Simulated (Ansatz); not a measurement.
# Bi (P2/m) in Ansatz: a series of runs, part 2 of 2

Ansatz 0.2.0.

**4. Relaxation of cell and atoms, PBEsol, target pressure 20 GPa, at which the enthalpy is minimised**

input.yaml reads:

```yaml
crystal:
  lattice:
    - [3.238376246, 0.0, 0.0]
    - [0.0, 3.22164332, 0.0]
    - [-0.0804548793, 0.0, 6.4438887882]
  atoms:
    - { symbol: Bi, position: [0.54424725, 0.0, 0.74957789] }
    - { symbol: Bi, position: [0.45575275, 0.0, 0.25042211] }
hamiltonian:
  xc: pbesol
  pseudopotentials: { kind: paw }
kpoints:
  mp_grid: { grid: [8, 8, 4] }
scf:
  occupations: { method: fermi_dirac, width: 0.05 }
output:
  forces: true
  stress: true
  eigenvalues: true
  write_density: true
  write_potential: true
  elf: true
  volumetric_format: npy
relax:
  f_tol: 0.01
  max_steps: 40
  cell: { stress_tol: 0.05, p_target: 20.0 }
```

Potentials or basis: Ansatz PAW.

The run is started by

```console
$ ansatz run input.yaml --threads 2 --pin off --max-ram 5632MiB --backend cpu --events-out ev --progress --plain --runs-dir out
```

Output:

```text
Warning: RAYON_NUM_THREADS=2 ignored (pool sized by the plan → 2); use --threads N
Engine: ansatz 0.2.0, aarch64-unknown-linux-gnu
Pseudopotentials: kind: paw
Pseudopotential: Bi, paw, valence charge 15, recommended cutoff 420 eV (normal), Bi.paw.azcp
Functional definition: PBEsol
  exchange = pbesol_x
  correlation = pbesol_c
Crystal: 2 atoms, lattice volume = 67.228 Å³
Basis set: ecut = 420 eV, 1307 PW (Γ), exchange–correlation on 48×48×90 points (8 copies of the dense FFT grid, shifted against one another)
Bands: 19, of which v1, the nominal top of the filled ones, is band 15 counted from 1 (14 counted from 0)
Symmetry: 4 space group operations
Space group: P2/m (ITA 10), of the structure as read, at distance tolerance 4.1e-5 Å
k-points: 90 of 256
Non-local potential: Bi, projectors of the file, l = 0: 2, l = 1: 2, l = 2: 2, l = 3: 2
PAW form: soft (Blöchl's): semilocal exchange-correlation on the pseudo side does not see the compensation charge
PAW frozen core: Bi, regenerated for the run's functional, and the local potential with it (the file was generated under x = pbe(κ = 0.804, μ = 0.2195149727645171), c = pbe(β = 0.06672455060314922))
PAW one-centre angular grid: Bi, 590 points (default); XC on 64 Gauss nodes
Initial density: superposition of atomic densities (neutral atoms: chi_scale 0, normalization atom), corrected by the library's trained network
Initial wavefunctions: pseudopotential atomic-orbital guess
Functional: x = pbesol(κ = 0.804, μ = 0.12345679012345678), c = pbesol(β = 0.046)
[... 168 lines left out ...]
  E_vpaw       = -573.315758  (= ΣTr[D̂ρ^β])
  E_aug_tail   = -0.000928  (compensation charges beyond the density's cutoff)
  E_ewald      = -3137.478073
  E_core_change = 0.179504  (= ΣΔE_core)
  E_smearing   = -0.006307  (= −TS)
  E_closure    = -0.000000  (closes the sum)
  Σ components = -24483.296803   (vs F -24483.296803, Δ=0.00e0)
--- Forces (eV/Å), atoms counted from 1 ---
  atom   1  Bi     0.00017604    -0.00000000    -0.00004417
  atom   2  Bi    -0.00017604     0.00000000     0.00004417
  max |Σ_I F_I| component: 0.00e0 eV/Å
--- Stress (GPa, compression-positive) ---
       19.993563      -0.000000      -0.000894
       -0.000000      19.980276      -0.000000
       -0.000894      -0.000000      19.966713
  P = ⅓ Tr σ = 19.9802 GPa (199.802 kbar)
--- Band table (eV; the first three rows and the last of 90) ---
  k-point 0: bands = ["-8.6207", "-8.5154", "-8.2703", "-8.2419", "-8.2319", "-8.0785", "-7.9639", "-7.9231", "-7.9176", "-7.8668", "-0.3343", "3.6520", "8.3043", "16.3191", "18.5446", "20.3785", "20.6382", "20.9416", "22.4737"]
  k-point 1: bands = ["-8.5923", "-8.5151", "-8.2537", "-8.2437", "-8.2131", "-8.0553", "-7.9580", "-7.9415", "-7.9291", "-7.9279", "0.0007", "2.5333", "10.1300", "16.7420", "17.8546", "18.9363", "19.4658", "21.1499", "21.5562"]
  k-point 2: bands = ["-8.5386", "-8.5386", "-8.2613", "-8.2613", "-8.0725", "-8.0725", "-7.9988", "-7.9988", "-7.9436", "-7.9436", "0.9974", "0.9975", "13.7263", "13.7264", "17.9104", "17.9105", "20.0397", "20.0398", "21.7939"]
  k-point 89: bands = ["-8.3538", "-8.3537", "-8.3386", "-8.3386", "-8.1608", "-8.1608", "-7.8608", "-7.8608", "-7.7295", "-7.7295", "6.4822", "6.4825", "10.7473", "10.7473", "11.2807", "11.2809", "17.2373", "17.2375", "19.3703"]
--- Relaxed structure (13 steps of the walk, 13 accepted, 1 SCFs on fresh bases) ---
  F+E_penalty+E_count = -24483.29680277 eV   max|allowed force component| = 1.760e-4 eV/Å   (the final SCF, on the basis selected at the relaxed cell)
  cell:  # Å, volume = 51.5413 Å³
    - [3.1858653412880154, -4.7681898197930324e-18, 0.02147401789565123]
    - [-4.743552235600289e-18, 2.9822080002072657, 1.1309051351255897e-16]
    - [-0.03642017461364108, 2.263206263311382e-16, 5.424631299788828]
  atoms:
    - { symbol: Bi, position: [0.7499742468484181, -1.8771826721985068e-19, 0.7500005544596441] }
    - { symbol: Bi, position: [0.25002575315158193, 1.8771826721983835e-19, 0.24999944554035566] }
```

v_z.tsv:

```text
# z_ang	v_es[eV]	v_tot[eV]
# format = ansatz-planar-average/11
# xc	pbesol
# density_cutoff_ev	1680
# datasets	Bi=:simpson_from_first_knot:soft:shift=-1419528
# lattice	3.185865341	-0.000000000	0.021474018
# lattice	-0.000000000	2.982208000	0.000000000
# lattice	-0.036420175	0.000000000	5.424631300
# sites	2
# site	83	2.362001809	0.000000000	4.084581443
# site	83	0.787443358	0.000000000	1.361523875
0.000000	1.496399e1	6.217421e0
0.135619	1.470873e1	5.871985e0
0.271238	1.391017e1	4.789941e0
0.406857	1.247232e1	2.870656e0
0.542475	1.022311e1	-4.931087e-2
0.678094	7.007714e0	-4.045213e0
[... 32 lines left out ...]
5.153516	1.391017e1	4.789941e0
5.289135	1.470873e1	5.871985e0
```

Run time: 41 s. Hardware: 2 threads of Arm Neoverse V2, shared host; peak memory 0.4 GiB.

Results:

```
Free energy                                            : -24483.2968 eV
Relaxed volume                                         : 25.77 Å³/atom
Relaxed cell                                           : a = 3.186 Å, b = 2.982 Å, c = 5.425 Å, α = 90.00°, β = 90.00°, γ = 90.00°
Space group after relaxing (to 0.05 Å)                 : Cmmm (No. 65)
Energy change on relaxing (the enthalpy is what falls) : +317.5 meV/atom
Ionic steps                                            : 14
Pressure after relaxing                                : 20.0 GPa
Band gap on the k mesh                                 : none (metal or under the smearing width)
```

Step by step:
| step | energy change (eV) | largest force (eV/Å) | volume (Å³) |
| --- | --- | --- | --- |
| 1 | 0.0000 | 0.0128 | 67.23 |
| 2 | 0.2387 | 0.0625 | 58.05 |
| 3 | 0.8590 | 0.1842 | 51.73 |
| 4 | 0.6850 | 0.1781 | 52.41 |
| 5 | 0.6114 | 0.0826 | 52.32 |
| 6 | 0.6235 | 0.2109 | 51.84 |
| 7 | 0.6231 | 0.0469 | 51.69 |
| 8 | 0.6281 | 0.0744 | 51.63 |
| 9 | 0.6558 | 0.0400 | 51.38 |
| 10 | 0.6078 | 0.0029 | 51.75 |
| 11 | 0.6356 | 0.0027 | 51.52 |
| 12 | 0.6348 | 0.0012 | 51.53 |
| 13 | 0.6327 | 0.0002 | 51.54 |
| 14 | 0.6350 | 0.0002 | 51.54 |

Final structure:
```yaml
crystal:
  lattice:
    - [3.18587, 0.00000, 0.02147]
    - [0.00000, 2.98221, 0.00000]
    - [-0.03642, 0.00000, 5.42463]
  atoms:
    - { symbol: Bi, position: [0.74997, 0.00000, 0.75000] }
    - { symbol: Bi, position: [0.25003, 0.00000, 0.25000] }
```

Levels at points of the mesh, in eV from the Fermi level:
```
              k point  band 13  band 14  band 15  band 16  band 17  band 18
   (0.00, 0.00, 0.00)    -6.75     1.27     3.49     5.33     5.59     5.89
  (0.00, 0.00, -0.50)    -1.33    -1.33     2.86     2.86     4.99     4.99
  (0.00, -0.50, 0.00)    -7.04    -4.27    -3.64     2.28     3.91     8.37
 (0.00, -0.50, -0.50)    -5.74    -5.74     1.54     1.54     5.70     5.70
  (-0.50, 0.00, 0.00)    -4.68    -4.68    -2.34    -2.33     7.21     7.21
 (-0.50, 0.00, -0.50)    -6.79    -6.79     1.65     1.65     6.27     6.27
 (-0.50, -0.50, 0.00)    -3.86    -3.86    -2.03    -2.03     0.35     0.35
(-0.50, -0.50, -0.50)    -4.31    -4.30    -3.77    -3.77     2.19     2.19
```

Caveat: the volume moved by over 15 % at a fixed basis, so the end points are rough; the plane-wave basis is chosen anew once the cell has moved, so the energies of steps on either side of that aren't comparable; spin-orbit coupling is left out, which moves the levels of the heavy elements; the PAW data sets come from PBE, with cores solved anew for the run's functional, which leaves a small shift of forces and pressure.

**5. Relaxation of cell and atoms, PBEsol, target pressure 30 GPa, at which the enthalpy is minimised**

Edit input.yaml of step 4 so:

```diff
@@ -19,6 +19,2 @@
   eigenvalues: true
-  write_density: true
-  write_potential: true
-  elf: true
-  volumetric_format: npy
 relax:
@@ -26,2 +22,2 @@
   max_steps: 40
-  cell: { stress_tol: 0.05, p_target: 20.0 }
+  cell: { stress_tol: 0.05, p_target: 30.0 }
```

The run is started by

```console
$ ansatz run input.yaml --threads 2 --pin off --max-ram 5632MiB --backend cpu --events-out ev --progress --plain --runs-dir out
```

It took 39 s on 2 threads of Arm Neoverse V2, shared host; peak memory 0.39 GiB.

The run converged. Its results:

| Quantity | Value |
| --- | --- |
| Free energy | -24482.8081 eV |
| Relaxed volume | 24.19 Å³/atom |
| Relaxed cell | a = 3.144 Å, b = 2.918 Å, c = 5.273 Å, α = 90.00°, β = 90.01°, γ = 90.00° |
| Space group after relaxing (to 0.05 Å) | Cmmm (No. 65) |
| Energy change on relaxing (the enthalpy is what falls) | +561.8 meV/atom |
| Ionic steps | 14 |
| Pressure after relaxing | 30.0 GPa |
| Band gap on the k mesh | none (metal or under the smearing width) |

Step by step:
| step | energy change (eV) | largest force (eV/Å) | volume (Å³) |
| --- | --- | --- | --- |
| 1 | 0.0000 | 0.0128 | 67.23 |
| 2 | 0.2452 | 0.0613 | 57.96 |
| 3 | 1.1430 | 0.1711 | 50.25 |
| 4 | 1.1638 | 0.2518 | 49.63 |
| 5 | 1.1435 | 0.2944 | 49.31 |
| 6 | 1.1234 | 0.2359 | 48.96 |
| 7 | 1.1598 | 0.1023 | 48.27 |
| 8 | 1.0986 | 0.0110 | 48.52 |
| 9 | 1.1216 | 0.0979 | 48.39 |
| 10 | 1.1144 | 0.0089 | 48.41 |
| 11 | 1.1247 | 0.0024 | 48.35 |
| 12 | 1.1205 | 0.0008 | 48.38 |
| 13 | 1.1211 | 0.0001 | 48.37 |
| 14 | 1.1236 | 0.0001 | 48.37 |

Final structure:
```cif
data_structure
_symmetry_space_group_name_H-M 'P 1'
_symmetry_Int_Tables_number 1
_cell_length_a 3.1443
_cell_length_b 2.9178
_cell_length_c 5.2726
_cell_angle_alpha 90.000
_cell_angle_beta 90.006
_cell_angle_gamma 90.000
_cell_volume 48.37
loop_
_atom_site_label
_atom_site_type_symbol
_atom_site_fract_x
_atom_site_fract_y
_atom_site_fract_z
_atom_site_occupancy
Bi1 Bi 0.75001 0.00000 0.75000 1
Bi2 Bi 0.24999 0.00000 0.25000 1
```

Levels at points of the mesh, in eV from the Fermi level:
| k point | band 11 | band 12 | band 13 | band 14 | band 15 | band 16 | band 17 | band 18 | band 19 |
| --- | --- | --- | --- | --- | --- | --- | --- | --- | --- |
| (0.00, 0.00, 0.00) | -15.97 | -11.44 | -7.18 | 1.07 | 3.67 | 5.57 | 5.86 | 6.04 | 8.10 |
| (0.00, 0.00, -0.50) | -14.52 | -14.52 | -1.17 | -1.17 | 2.83 | 2.83 | 5.33 | 5.33 | 6.69 |
| (0.00, -0.50, 0.00) | -12.67 | -8.08 | -7.52 | -4.52 | -3.79 | 2.23 | 3.95 | 8.17 | 9.12 |
| (0.00, -0.50, -0.50) | -11.29 | -11.29 | -6.10 | -6.10 | 2.00 | 2.00 | 5.96 | 5.96 | 6.50 |
| (-0.50, 0.00, 0.00) | -12.23 | -12.23 | -4.83 | -4.83 | -2.53 | -2.53 | 7.69 | 7.69 | 10.32 |
| (-0.50, 0.00, -0.50) | -11.80 | -11.80 | -7.27 | -7.27 | 1.84 | 1.84 | 6.62 | 6.62 | 7.74 |
| (-0.50, -0.50, 0.00) | -8.98 | -8.98 | -4.16 | -4.16 | -1.91 | -1.91 | 0.38 | 0.38 | 3.67 |
| (-0.50, -0.50, -0.50) | -8.45 | -8.45 | -4.59 | -4.59 | -4.06 | -4.06 | 2.05 | 2.05 | 4.77 |

Caveat: the volume moved by over 15 % at a fixed basis, so the end points are rough; the plane-wave basis is chosen anew once the cell has moved, so the energies of steps on either side of that aren't comparable; spin-orbit coupling is left out, which moves the levels of the heavy elements; the PAW data sets come from PBE, with cores solved anew for the run's functional, which leaves a small shift of forces and pressure.

**6. Summary**

```csv
cell,target pressure (GPa),gap on the mesh (eV),pressure (GPa)
relaxed to 5 GPa,5,none,5.0
relaxed to 10 GPa,10,none,10.0
relaxed to 20 GPa,20,none,20.0
relaxed to 30 GPa,30,none,30.0
```

Alike in all rows: task relaxation of cell and atoms; level PBEsol; potentials or basis Ansatz PAW; no spin polarisation; k mesh 8 × 8 × 4; cutoff (eV) 420; smearing fermi-dirac 0.05 eV.

Caveats: the plane-wave basis is chosen anew once the cell has moved, so the energies of steps on either side of that aren't comparable; spin-orbit coupling is left out, which moves the levels of the heavy elements; the PAW data sets come from PBE, with cores solved anew for the run's functional, which leaves a small shift of forces and pressure; the volume moved by over 15 % at a fixed basis, so the end points are rough (some runs).

Total energies depend on the potentials used, so only differences within one code and one set of settings carry meaning.
